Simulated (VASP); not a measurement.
The system is Zn.

```
CELL_PARAMETERS angstrom
0.00000 1.96478 1.96478
1.96478 0.00000 1.96478
1.96478 1.96478 0.00000
ATOMIC_POSITIONS crystal
Zn 0.00000 0.00000 0.00000
```

This isn't the form of Zn at room conditions, which is hcp.

- Program: VASP 6.6.1
- Task: single point
- Functional: PBE
- Potentials or basis: VASP PAW PBE potentials, release 64 (Zn)
- Cutoff: 520 eV
- k mesh: 12 × 12 × 12
- Occupations: fermi-dirac, width 0.05 eV
- Spin: no spin polarisation

On this cell: pressure 0.1 GPa; band gap on the k mesh none (metal or under the smearing width).

The same run follows on a disturbed copy (cell strained at random at fixed volume):

```
Zn
1.0
     0.00399    2.00457    1.96702
     1.95665   -0.00432    1.97532
     1.92741    1.98363    0.02492
Zn
1
Cartesian
  0.0418 -0.0358 -0.0315
```

Question: What changes?

Answer: The energy (extrapolated to zero smearing) moves by -0.1 meV/atom; pressure 0.3 GPa; band gap on the k mesh none (metal or under the smearing width).

Stress tensor (GPa, compression positive):
```
 0.42 -0.66  0.56
-0.66 -0.31  0.46
 0.56  0.46  0.77
```
